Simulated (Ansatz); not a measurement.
# C: the cost of one run

All numbers below are computed with Ansatz 0.2.0 (DFT PBE+D3(BJ), plane waves, PAW, scalar-relativistic, no spin polarisation).

### Step 1. The system as given

The cell holds 16 atoms (C16): a = 5.285 Å, b = 5.285 Å, c = 5.285 Å, α = 60.00°, β = 60.00°, γ = 60.00°.

As a file:

```
CELL_PARAMETERS angstrom
0.00000 3.73681 3.73681
3.73681 0.00000 3.73681
3.73681 3.73681 0.00000
ATOMIC_POSITIONS crystal
C 0.00000 0.00000 0.00000
C 0.12500 0.12500 0.12500
C 0.00000 0.00000 0.50000
C 0.12500 0.12500 0.62500
C 0.00000 0.50000 0.00000
C 0.12500 0.62500 0.12500
C 0.00000 0.50000 0.50000
C 0.12500 0.62500 0.62500
C 0.50000 0.00000 0.00000
C 0.62500 0.12500 0.12500
C 0.50000 0.00000 0.50000
C 0.62500 0.12500 0.62500
C 0.50000 0.50000 0.00000
C 0.62500 0.62500 0.12500
C 0.50000 0.50000 0.50000
C 0.62500 0.62500 0.62500
```

### Step 2. Run 1

180 steps of 1.12 fs under a Langevin thermostat at 3500 K.

input.yaml

```yaml
accuracy: low
crystal:
  lattice:
    - [0.0, 3.736815, 3.736815]
    - [3.736815, 0.0, 3.736815]
    - [3.736815, 3.736815, 0.0]
  atoms:
    - { symbol: C, position: [0.0, 0.0, 0.0] }
    - { symbol: C, position: [0.125, 0.125, 0.125] }
    - { symbol: C, position: [0.0, 0.0, 0.5] }
    - { symbol: C, position: [0.125, 0.125, 0.625] }
    - { symbol: C, position: [0.0, 0.5, 0.0] }
    - { symbol: C, position: [0.125, 0.625, 0.125] }
    - { symbol: C, position: [0.0, 0.5, 0.5] }
    - { symbol: C, position: [0.125, 0.625, 0.625] }
    - { symbol: C, position: [0.5, 0.0, 0.0] }
    - { symbol: C, position: [0.625, 0.125, 0.125] }
    - { symbol: C, position: [0.5, 0.0, 0.5] }
    - { symbol: C, position: [0.625, 0.125, 0.625] }
    - { symbol: C, position: [0.5, 0.5, 0.0] }
    - { symbol: C, position: [0.625, 0.625, 0.125] }
    - { symbol: C, position: [0.5, 0.5, 0.5] }
    - { symbol: C, position: [0.625, 0.625, 0.625] }
basis:
  ecutwfc: 420.0
kpoints:
  mp_grid: { grid: [3, 3, 3] }
hamiltonian:
  xc: pbe
  dispersion: d3bj
scf:
  occupations: { method: fermi_dirac, width: 0.3 }
  lower_state_search: "off"
md:
  timestep: 1.12
  n_steps: 180
  ensemble: nvt_langevin
  temperature: 3500.0
  initial_velocities: maxwell_boltzmann
  seed: 85254
  friction: 0.02
```

The run is started by

```console
$ ansatz run input.yaml --threads 1 --pin off --max-ram 3072MiB --backend cpu --events-out ev --progress --plain --runs-dir out
```

Q: Estimate wall time and peak memory on 1 thread of Intel Xeon 6975P-C (Granite Rapids), shared host.

About 8 min, with a peak of 0.45 GiB.
